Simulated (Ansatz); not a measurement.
**Stress against strain in WC**

```yaml
crystal:
  lattice:
    - [2.90050, 0.00000, 0.00000]
    - [-1.45025, 2.51191, 0.00000]
    - [0.00000, 0.00000, 2.82900]
  atoms:
    - { symbol: W, position: [0.00000, 0.00000, 0.00000] }
    - { symbol: C, position: [0.66667, 0.33333, 0.50000] }
```

Atom numbers follow the list: W1, C2.

The geometry is COD entry 2102244, unchecked; take it as a test cell.

Spin–orbit coupling is left out, though it moves levels of the heavy atoms by tenths of an eV or more.

These are results of Ansatz 0.2.0, DFT, PBE, all-electron LAPW, scalar-relativistic, not measurements.

Settings: a Γ-centred 13×13×12 k mesh, Fermi–Dirac smearing of 0.05 eV, basis error target 1 meV/atom, no spin polarisation.

The strain is applied along the Cartesian axes of the cell as listed (the other components stay zero). Fractional coordinates are held (clamped ions).

σ is the change of stress from the unstrained cell, which is at 8.47 GPa; tension is positive, so slopes are stress–strain coefficients at that pressure. In a metal the k mesh adds noise.

Only quantities that a quadratic follows smoothly over the whole series are listed; rougher ones are left out.

```tsv
εzz	σzz (GPa)	σxx (GPa)
-0.0300	-33.38	-6.28
-0.0200	-21.50	-4.03
-0.0100	-10.35	-1.96
0.0000	0.00	0.00
0.0100	9.58	1.87
0.0300	27.01	5.23
```

Task: Fit the series and read off the stiffness at zero strain.

Result: Least-squares fits y = p0 + p1 x + p2 x² to the rows give σzz (GPa): p1 = 1010, p2 = -3500; σxx (GPa): p1 = 192, p2 = -590. So C33 = 1005 GPa and C13 = 192 GPa, for these axes.

Task: One run, at εzz = 0.0200, is withheld. Predict its row.

Result: The fits give 18.68, 3.61; the run gave 18.54, 3.62.
